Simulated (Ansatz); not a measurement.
All numbers below come from DFT PBE, scalar-relativistic, plane waves, PAW (Ansatz 0.2.0). All cells share a 420 eV cutoff and Γ-centred k meshes spaced at most about 0.3 Å⁻¹ (about 0.25 or finer for metals, 2π included). Spin is collinear in cells that carry moments; the others ran without spin or lost their moments.

All energies are static (0 K, no zero-point motion).

Two relaxed structures of Si₆N:

A. (no moments)

```xyz
7
Lattice="2.5067 1.4473 4.1389 -2.5067 1.4473 4.1389 0.0000 -2.8945 4.1389" Properties=species:S:1:pos:R:3 pbc="T T T"
Si    0.9738    1.2993    7.2037
Si   -0.9738   -1.2993    5.2130
Si   -1.6121    0.1937    7.2037
Si    0.6383   -1.4930    7.2037
Si    1.6121   -0.1937    5.2130
Si   -0.6383    1.4930    5.2130
N     0.0000    0.0000    0.0000
```

B. (parallel moments up to 2.7 μB)

```xyz
7
Lattice="6.0855 0.0000 0.0000 0.0000 6.0855 0.0000 0.0000 0.0000 6.0855" Properties=species:S:1:pos:R:3 pbc="T T T"
Si    0.0000    0.0000    1.7404
Si    0.0000    0.0000    4.3451
Si    1.7404    0.0000    0.0000
Si    4.3451    0.0000    0.0000
Si    0.0000    1.7404    0.0000
Si    0.0000    4.3451    0.0000
N     3.0428    3.0428    3.0428
```

**Question.** Which form is favoured at zero pressure, and by what margin per atom?

**Answer.** A is lower, by 0.96 eV/atom. A has space group R-3 (No. 148), 12.9 Å³/atom and no gap on its mesh; B has space group Pm-3m (No. 221), 32.2 Å³/atom and no gap. Counting Si atoms around N (those within 1.25 times the shortest such distance or 1.15 times the sum of covalent radii, 1.27 where that leaves under three; the shortest distance is added where it exceeds 1.18 times the sum of covalent radii), A has N 6 from 2.2 Å and B has N 24 from 4.5 Å. A and B both hold Si–Si bonds in all directions. Their magnetic states differ too. The denser one is the lower, and pressure would at first widen the difference. Even the lower one lies +0.51 eV/atom against the reference forms of the elements (uncorrected), so neither is stable at this level. In A, Si is surrounded by 1 N at 2.16 Å and 3 Si at 2.50–2.57 Å; N has 6 Si at 2.16 Å. In B, around Si lie 5 Si at 2.46–2.60 Å, 1 Si at 3.48 Å and 4 N at 4.50 Å; around N lie 24 Si at 4.50 Å (long against the sum of covalent radii). Both come from invented guesses.

Another magnetic order may lie lower. Cells relaxed within their symmetry can be saddle points.
